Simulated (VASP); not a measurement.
# MgO2 (I4/mcm) in VASP: single point with r2SCAN

Aim: the single point of MgO2 with r2SCAN.

Program: VASP 6.6.1. These are calculated values, not measurements. Logs are shortened: lines on timing, memory, paths and dates and some standing lists are left out, and cuts for length are marked.

## 1. Starting point

It takes space group I4/mcm (No. 140, tetragonal). The conventional cell has a = 4.380 Å, b = 4.380 Å, c = 5.380 Å, α = 90.00°, β = 90.00°, γ = 90.00°. Around Mg (site symmetry 422) lie 8 O at 2.20 Å. O (site symmetry m2m) has 1 O at 1.48 Å as nearest neighbours.

The cell was built by a generator and needn't be a form met in nature.

## 2. Single point, r2SCAN

POSCAR

```
MgO2
1.0
   -2.1901458412      2.1901458412      2.6897734073
    2.1901458412     -2.1901458412      2.6897734073
    2.1901458412      2.1901458412     -2.6897734073
Mg O
2 4
Direct
    0.2500000000      0.2500000000      0.0000000000
    0.7500000000      0.7500000000      0.0000000000
    0.1197934384      0.6197934384      0.7395868769
    0.6197934384      0.8802065616      0.5000000000
    0.8802065616      0.3802065616      0.2604131231
    0.3802065616      0.1197934384      0.5000000000
```

INCAR.step1

```
SYSTEM = MgO2
ALGO     = Normal         ! electronic algorithm
EDIFF    = 1E-4           ! SCF threshold, eV
ENCUT    = 520            ! plane-wave cutoff, eV
GGA      = PE             ! functional
ISMEAR   = 0              ! smearing method
LASPH    = .TRUE.         ! aspherical terms in the spheres
LCHARG   = .FALSE.        ! write CHGCAR
LREAL    = .FALSE.        ! projectors in reciprocal space
LWAVE    = .TRUE.         ! write WAVECAR
NBANDS   = 23             ! bands
NELM     = 100            ! most SCF steps
PREC     = Accurate       ! precision mode
SIGMA    = 0.02           ! smearing width, eV
```

INCAR.step2

```
SYSTEM = MgO2
ALGO     = Normal         ! electronic algorithm
EDIFF    = 1E-7           ! SCF threshold, eV
ENCUT    = 520            ! plane-wave cutoff, eV
ISIF     = 2              ! what is computed and relaxed
ISMEAR   = 0              ! smearing method
ISTART   = 1            
LASPH    = .TRUE.         ! aspherical terms in the spheres
LCHARG   = .FALSE.        ! write CHGCAR
LMIXTAU  = .TRUE.       
LREAL    = .FALSE.        ! projectors in reciprocal space
LWAVE    = .FALSE.        ! write WAVECAR
METAGGA  = R2SCAN         ! meta-GGA
NBANDS   = 23             ! bands
NELM     = 100            ! most SCF steps
PREC     = Accurate       ! precision mode
SIGMA    = 0.02           ! smearing width, eV
```

KPOINTS

```
k-points
0
G
  8 8 8
  0 0 0
```

Potentials or basis: VASP PAW PBE potentials, release 64 (Mg, O).

Command:

```console
$ cat potpaw_PBE.64/Mg/POTCAR potpaw_PBE.64/O/POTCAR > POTCAR
$ cp INCAR.step1 INCAR
$ mpirun -np 1 vasp_std > vasp.out
$ cp INCAR.step2 INCAR
$ mpirun -np 1 vasp_std > vasp.out
```

OUTCAR:

```text
SYSTEM = MgO2
   EDIFF = 1E-7
   ENCUT = 520
   ISIF = 2
   ISMEAR = 0
   ISTART = 1
   LASPH = .TRUE.
   LREAL = .FALSE.
   METAGGA = R2SCAN
   NELM = 100
   PREC = Accurate

 ion  position               nearest neighbor table
   1  0.250  0.250  0.000-   3 2.20   5 2.20   4 2.20   6 2.20   6 2.20   4 2.20   3 2.20   5 2.20
                             2 2.69   2 2.69   2 3.10   2 3.10   2 3.10   2 3.10
   2  0.750  0.750  0.000-   3 2.20   5 2.20   4 2.20   6 2.20   4 2.20   6 2.20   5 2.20   3 2.20
                             1 2.69   1 2.69   1 3.10   1 3.10   1 3.10   1 3.10
   3  0.120  0.620  0.740-   5 1.48   2 2.20   1 2.20   1 2.20   2 2.20
   4  0.620  0.880  0.500-   6 1.48   2 2.20   1 2.20   2 2.20   1 2.20
   5  0.880  0.380  0.260-   3 1.48   2 2.20   1 2.20   2 2.20   1 2.20
   6  0.380  0.120  0.500-   4 1.48   1 2.20   2 2.20   1 2.20   2 2.20

  LATTYP: Found a body centered tetragonal cell.
 ALAT       =     4.3802916824
 C/A-ratio  =     1.2281252493

  Lattice vectors:

 A1 = (  -2.1901458412,   2.1901458412,   2.6897734073)
 A2 = (   2.1901458412,  -2.1901458412,   2.6897734073)
 A3 = (   2.1901458412,   2.1901458412,  -2.6897734073)

Analysis of symmetry for initial positions (statically):
=====================================================================
 Subroutine PRICEL returns:
 Original cell was already a primitive cell.

 Routine SETGRP: Setting up the symmetry group for a
 body centered tetragonal supercell.

 Subroutine GETGRP returns: Found 16 space group operations
 (whereof  8 operations were pure point group operations)
 out of a pool of 16 trial point group operations.

The static configuration has the point symmetry C_4h.
 The point group associated with its full space group is D_4h.

Analysis of symmetry for dynamics (positions and initial velocities):
=====================================================================
 Subroutine PRICEL returns:
 Original cell was already a primitive cell.

 Routine SETGRP: Setting up the symmetry group for a
 body centered tetragonal supercell.

 Subroutine GETGRP returns: Found 16 space group operations
 (whereof  8 operations were pure point group operations)
 out of a pool of 16 trial point group operations.

The dynamic configuration has the point symmetry C_4h.
 The point group associated with its full space group is D_4h.

 Subroutine INISYM returns: Found 16 space group operations
 (whereof  8 operations are pure point group operations),
 and found     1 'primitive' translations

----------------------------------------------------------------------------------------

                                     Primitive cell

  volume of cell :      51.6086

  direct lattice vectors                    reciprocal lattice vectors
    -2.190145841  2.190145841  2.689773407     0.000000000  0.228295299  0.185889264
     2.190145841 -2.190145841  2.689773407     0.228295299  0.000000000  0.185889264
     2.190145841  2.190145841 -2.689773407     0.228295299  0.228295299  0.000000000

  length of vectors
     4.102238242  4.102238242  4.102238242     0.294403740  0.294403740  0.322858308

  position of ions in fractional coordinates (direct lattice)
     0.250000000  0.250000000  0.000000000
     0.750000000  0.750000000  0.000000000
     0.119793438  0.619793438  0.739586877
     0.619793438  0.880206562  0.500000000
     0.880206562  0.380206562  0.260413123
     0.380206562  0.119793438  0.500000000

  ion indices of the primitive-cell ions
   primitive index   ion index
                 1           1
                 2           2
                 3           3
                 4           4
                 5           5
                 6           6

----------------------------------------------------------------------------------------

 KPOINTS: k-points

Automatic generation of k-mesh.
 Grid dimensions read from file:
 generate k-points for:    8    8    8

 Generating k-lattice:

  Cartesian coordinates                     Fractional coordinates (reciprocal lattice)
     0.000000000  0.028536912  0.023236158     0.125000000  0.000000000  0.000000000
     0.028536912  0.000000000  0.023236158     0.000000000  0.125000000  0.000000000
     0.028536912  0.028536912  0.000000000     0.000000000  0.000000000  0.125000000

  Length of vectors
     0.036800468  0.036800468  0.040357289

  Shift w.r.t. Gamma in fractional coordinates (k-lattice)
     0.000000000  0.000000000  0.000000000

 Subroutine IBZKPT returns following result:
 ===========================================

 Found     59 irreducible k-points:

 Following reciprocal coordinates:
            Coordinates               Weight
  0.000000  0.000000  0.000000      1.000000
  0.125000  0.000000 -0.000000      8.000000
  0.250000  0.000000 -0.000000      8.000000
  0.375000  0.000000 -0.000000      8.000000
  0.500000  0.000000 -0.000000      4.000000
  0.125000  0.125000 -0.000000      8.000000
[... 16 lines left out ...]
  0.250000  0.125000  0.125000     16.000000
  0.375000  0.125000  0.125000      8.000000
 [... further k-points ...]
   k-points           NKPTS =     59   k-points in BZ     NKDIM =     59   number of bands    NBANDS=     23
   number of dos      NEDOS =    301   number of ions     NIONS =      6
   total plane-waves  NPLWV =  32768
   dimension x,y,z NGX =    32 NGY =   32 NGZ =   32
   dimension x,y,z NGXF=    64 NGYF=   64 NGZF=   64
   ions per type =               2   4
   NGX,Y,Z   is equivalent  to a cutoff of  12.97, 12.97, 12.97 a.u.
   NGXF,Y,Z  is equivalent  to a cutoff of  25.94, 25.94, 25.94 a.u.
 SYSTEM =  MgO2
   PREC   = accura    normal or accurate (medium, high low for compatibility)
   ISTART =      1    job   : 0-new  1-cont  2-samecut
   ICHARG =      0    charge: 1-file 2-atom 10-const
   ISPIN  =      1    spin polarized calculation?
   LNONCOLLINEAR =      F non collinear calculations
   LSORBIT =      F    spin-orbit coupling
   LASPH  =      T    aspherical Exc in radial PAW
   ENCUT  =  520.0 eV  38.22 Ry    6.18 a.u.   7.63  7.63  7.63*2*pi/ulx,y,z
   NELM   =    100;   NELMIN=  2; NELMDL=  0     # of ELM steps
   EDIFF  = 0.1E-06   stopping-criterion for ELM
   LREAL  =      F    real-space projection
   EDIFFG = 0.1E-05   stopping-criterion for IOM
   NSW    =      0    number of steps for IOM
   IBRION =     -1    ionic relax: 0-MD 1-quasi-New 2-CG
   NFREE  =      0    steps in history (QN), initial steepest desc. (CG)
   ISIF   =      2    stress and relaxation
   ISYM   =      2    0-nonsym 1-usesym 2-fastsym
   POTIM  = 0.5000    time-step for ionic-motion
   TEBEG  =    0.0;   TEEND  =   0.0 temperature during run
   PSTRESS=    0.0 pullay stress
   NELECT =      28.0000    total number of electrons
   NUPDOWN=      -1.0000    fix difference up-down
   EMIN   =  10.00;   EMAX   =-10.00  energy-range for DOS
   EFERMI =   0.00;   METHOD = LEGACY
   ISMEAR =     0;   SIGMA  =   0.02  broadening in eV -4-tet -1-fermi 0-gaus
   EFERMI_NEDOS =   21; number of points for ismear=-14 and -15
   IALGO  =     38    algorithm
   IMIX   =      4    mixing-type and parameters
     AMIX     =   0.40;   BMIX     =  1.00
     AMIX_MAG =   1.60;   BMIX_MAG =  1.00
  volume/ion in A,a.u.               =       8.60        58.05
  Fermi-wavevector in a.u.,A,eV,Ry     =   1.335222  2.523204 24.256721  1.782819
  Thomas-Fermi vector in A             =   2.463943
   LORBIT       =      0    0 simple, 1 ext, 2 COOP (PROOUT), +10 PAW based schemes
   METAGGA = R2SCAN    functional components
   LHFCALC =     F    Hartree Fock is set to
   AEXX    =    0.0000 exact exchange contribution
   IVDW    =     0    specifies the selected vdW correction
   LEPSILON=     F    determine dielectric tensor
   LRPA    =     F    only Hartree local field effects (RPA)
 non-spin polarized calculation
 Gauss-broadening in eV      SIGMA  =   0.02
  energy-cutoff  :      520.00
  volume of cell :       51.61
 maximum number of plane-waves:      1410
 NGX is ok and might be reduce to    32
   NGX = 15   NGY = 15   NGZ = 15

 number of electron      28.0000004 magnetization

 Free energy of the ion-electron system (eV)
  ---------------------------------------------------
  ext. energy  EPLUGINS =         0.00000000
  ---------------------------------------------------
  free energy    TOTEN  =       -42.31664181 eV

  energy without entropy =      -42.31664181  energy(sigma->0) =      -42.31664181

 E-fermi :   4.9611     XC(G=0): -11.9641

 val. band max:        4.7673060193   @ k =   0.5000   0.5000   0.5000
 cond. band min:       8.2974923807   @ k =  -0.2500   0.2500   0.2500
 fundamental gap:      3.5301863614
 Fermi energy:         4.9611318349

 k-point     1 :       0.0000    0.0000    0.0000
  band No.  band energies     occupation
      1     -19.0786      2.00000
      2     -17.2412      2.00000
      3     -11.8539      2.00000
      4     -11.8539      2.00000
      5      -2.5896      2.00000
      6      -2.2830      2.00000
[... 15 lines left out ...]
     22      18.5599      0.00000
     23      18.8028      0.00000

 k-point     2 :       0.1250    0.0000   -0.0000
  band No.  band energies     occupation
      1     -19.0074      2.00000
      2     -17.3098      2.00000
      3     -11.8720      2.00000
      4     -11.8692      2.00000
      5      -2.8138      2.00000
      6      -2.5153      2.00000
[... 15 lines left out ...]
     22      18.4013      0.00000
     23      18.6742      0.00000

 k-point     3 :       0.2500    0.0000   -0.0000
  band No.  band energies     occupation
      1     -18.8044      2.00000
      2     -17.5059      2.00000
      3     -11.9155      2.00000
      4     -11.9085      2.00000
      5      -3.1732      2.00000
      6      -2.9128      2.00000
[... 15 lines left out ...]
     22      18.0330      0.00000
     23      18.7511      0.00000
[... 495 lines left out ...]
 k-point    23 :       0.2500    0.1250    0.1250
  band No.  band energies     occupation
      1     -18.4020      2.00000
      2     -17.8457      2.00000
      3     -12.0857      2.00000
      4     -12.0713      2.00000
      5      -3.2260      2.00000
      6      -2.4636      2.00000
[... 15 lines left out ...]
     22      17.0562      0.00000
     23      20.4171      0.00000

 k-point    24 :       0.3750    0.1250    0.1250
  band No.  band energies     occupation
      1     -18.1168      2.00000
      2     -18.1168      2.00000
      3     -12.1131      2.00000
      4     -12.1131      2.00000
      5      -2.8956      2.00000
      6      -2.8956      2.00000
[... 15 lines left out ...]
     22      16.7559      0.00000
     23      21.0616      0.00000

 [... further k-points ...]

------------------------ aborting loop because EDIFF is reached ----------------------------------------

  FORCE on cell =-STRESS in cart. coord.  units (eV):
  Direction    XX          YY          ZZ          XY          YZ          ZX
  --------------------------------------------------------------------------------------
  -------------------------------------------------------------------------------------
  Total       -0.0032556     -0.0032556     -0.4572509      0.0000000      0.0000000      0.0000000
  in kB       -0.1010683     -0.1010683    -14.1952610      0.0000000      0.0000000      0.0000000
  external PRESSURE =      -4.7991325 kB  Pullay stress =       0.0000000 kB

 VOLUME and BASIS-vectors are now :
 -----------------------------------------------------------------------------
  energy-cutoff  :      520.00
  volume of cell :       51.61
      direct lattice vectors                 reciprocal lattice vectors
    -2.190145841  2.190145841  2.689773407     0.000000000  0.228295299  0.185889264
     2.190145841 -2.190145841  2.689773407     0.228295299  0.000000000  0.185889264
     2.190145841  2.190145841 -2.689773407     0.228295299  0.228295299  0.000000000

 POSITION                                       TOTAL-FORCE (eV/Angst)
 -----------------------------------------------------------------------------------
      0.00000      0.00000      1.34489         0.000000     -0.000000      0.000000
      0.00000      0.00000      4.03466         0.000000     -0.000000      0.000000
      2.71488      0.52473     -0.00000         0.197861      0.197861     -0.000000
      1.66542      0.52473      2.68977        -0.197861      0.197861      0.000000
     -0.52473      1.66542      2.68977        -0.197861     -0.197861      0.000000
      0.52473      1.66542      0.00000         0.197861     -0.197861      0.000000
 -----------------------------------------------------------------------------------
    total drift:                               -0.000000     -0.000000      0.000000

  FREE ENERGIE OF THE ION-ELECTRON SYSTEM (eV)
  ---------------------------------------------------
  free  energy   TOTEN  =       -42.3166418108 eV

  energy  without entropy=      -42.3166418108  energy(sigma->0) =      -42.31664181
```

Run time: 3.9 min. Hardware: 1 thread of AMD EPYC 7R13 (Zen 3), shared host; peak memory 0.19 GiB.

What came out:

* Free energy: -42.3166 eV
* Pressure: -0.5 GPa
* Largest force: 0.280 eV/Å
* Band gap on the k mesh: 3.53 eV, indirect (least direct gap 4.42 eV)

Forces on the atoms (eV/Å):
```
Mg   0.000  0.000  0.000
Mg   0.000  0.000  0.000
O    0.198  0.198  0.000
O   -0.198  0.198  0.000
O   -0.198 -0.198  0.000
O    0.198 -0.198  0.000
```

Caveat: the PAW data sets were made with another functional, which shifts forces and pressure a little.
